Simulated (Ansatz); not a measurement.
WS2, a slab with vacuum:

```xyz
6
Lattice="3.1832 0.0000 0.0000 -1.5916 2.7567 0.0000 0.0000 0.0000 23.6688" Properties=species:S:1:pos:R:3 pbc="T T T"
W     1.5916    0.9189    8.5842
W     0.0000    1.8378   15.0845
S     1.5916    0.9189   16.6435
S     0.0000    1.8378   10.1434
S     1.5916    0.9189   13.5253
S     0.0000    1.8378    7.0253
```

Program: Ansatz 0.2.0. Alike in all runs: potentials or basis Ansatz PAW; no spin polarisation; cell as given. Hardware: 2 threads of Intel(R) Xeon(R) Processor @ 2.50GHz (Skylake/Cascade Lake) (shared host).

Q: Order these runs on this cell by their wall time, lowest first.
A. task Born charges and dielectric tensor; level PBE; k mesh 8 × 8 × 2; cutoff (eV) 420; smearing fixed
B. task band structure; level PBEsol; k mesh 10 × 10 × 2; cutoff (eV) 420; smearing fermi-dirac 0.05 eV; points for each segment of the path 14
C. task band structure; level r2SCAN; k mesh 10 × 10 × 2; cutoff (eV) 500; smearing fermi-dirac 0.05 eV; points for each segment of the path 14

A: B (52 s), C (140 s), A (300 s).
